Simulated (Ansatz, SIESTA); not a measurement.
Given: the input of a run of SIESTA 5.4.2 on InSe. Atoms were shifted at random by some hundredths of an Å from the given cell, which wasn't relaxed again for these runs. 

File InSe.fdf:

```
SystemName                      InSe
SystemLabel                     InSe
NumberOfSpecies                 2
NumberOfAtoms                   4
%block ChemicalSpeciesLabel
  1  49 In
  2  34 Se
%endblock ChemicalSpeciesLabel

LatticeConstant                 1.0 Ang
%block LatticeVectors
     2.0000000000     1.1547005384     8.4400000000
    -2.0000000000     1.1547005384     8.4400000000
     0.0000000000    -2.3094010768     8.4400000000
%endblock LatticeVectors
AtomicCoordinatesFormat         Fractional
%block AtomicCoordinatesAndAtomicSpecies
     0.9026330000     0.8837560000     0.8815380000  1  In
    -0.0187260000    -0.0029600000     0.0168600000  1  In
     0.1596760000     0.1707980000     0.1801300000  2  Se
     0.3866720000     0.3724980000     0.3868960000  2  Se
%endblock AtomicCoordinatesAndAtomicSpecies

%block kgrid.MonkhorstPack
    8   0   0  0.0
    0   8   0  0.0
    0   0   8  0.0
%endblock kgrid.MonkhorstPack
XC.Functional                   GGA
XC.Authors                      PBEsol
PAO.BasisSize                   DZP
PAO.EnergyShift                 0.003 Ry
Mesh.Cutoff                     500 Ry
OccupationFunction              FD
ElectronicTemperature           0.05 eV
MaxSCFIterations                120
SCF.MustConverge                false
SCF.Mixer.Method                Pulay
SCF.Mixer.Weight                0.25
SCF.Mixer.History               8
SCF.DM.Tolerance                5.0e-05
SCF.H.Tolerance                 1.0e-03 eV
WriteForces                     true
Charge.Mulliken                 end
%block PAO.Basis
  In 4
  n=5 0 2
    6.955 0.000
  n=5 1 2
    9.500 0.000
  n=4 2 2
    4.114 0.000
  n=5 2 1
    9.500
  Se 4
  n=4 0 2
    5.129 0.000
  n=4 1 2
    6.708 0.000
  n=3 2 2
    2.662 0.000
  n=4 2 1
    6.708
%endblock PAO.Basis
```

Potentials or basis: PseudoDojo 0.4 standard (PBEsol files), converted to PSML, two zetas on semicore shells, DZP (energy shift 0.003 Ry; two zetas on semicore shells).

Command:

```console
$ siesta < InSe.fdf > InSe.out 2>&1
```

What does the same run look like in Ansatz 0.2.0? Potentials or basis there: Ansatz PAW, cutoff 420 eV.

As run (cutoffs and basis follow the program's own potentials, and thresholds, step limits or extra output files can differ):

The input input.yaml:

```yaml
crystal:
  lattice:
    - [2.0, 1.1547005384, 8.44]
    - [-2.0, 1.1547005384, 8.44]
    - [0.0, -2.3094010768, 8.44]
  atoms:
    - { symbol: In, position: [0.902633, 0.883756, 0.881538] }
    - { symbol: In, position: [-0.018726, -0.00296, 0.01686] }
    - { symbol: Se, position: [0.159676, 0.170798, 0.18013] }
    - { symbol: Se, position: [0.386672, 0.372498, 0.386896] }
hamiltonian:
  xc: pbesol
  pseudopotentials: { kind: paw }
kpoints:
  mp_grid: { grid: [8, 8, 8] }
scf:
  occupations: { method: fermi_dirac, width: 0.05 }
output:
  forces: true
  stress: true
  eigenvalues: true
```

Potentials or basis: Ansatz PAW.

Command:

```console
$ ansatz run input.yaml --threads 1 --pin off --max-ram 3584MiB --backend cpu --events-out ev --progress --plain --runs-dir out
```

Both were run:

|  | SIESTA | Ansatz |
| --- | --- | --- |
| Pressure | 0.9 GPa | 0.0 GPa |
| Energy over the undisturbed cell | 5.3 meV/atom | 8.0 meV/atom |

Ansatz's pressure holds a Pulay term of +0.03 GPa for its cutoff of 420 eV, which the other run lacks.

Ansatz's potentials were made for PBE.

Where Ansatz's input types no cutoff or centring, it takes its own default and a Γ-centred mesh.

The two runs disagree by more than potentials and bases usually give (in gap, levels, pressure or energy); the cause wasn't traced.

Pressure is positive in compression.
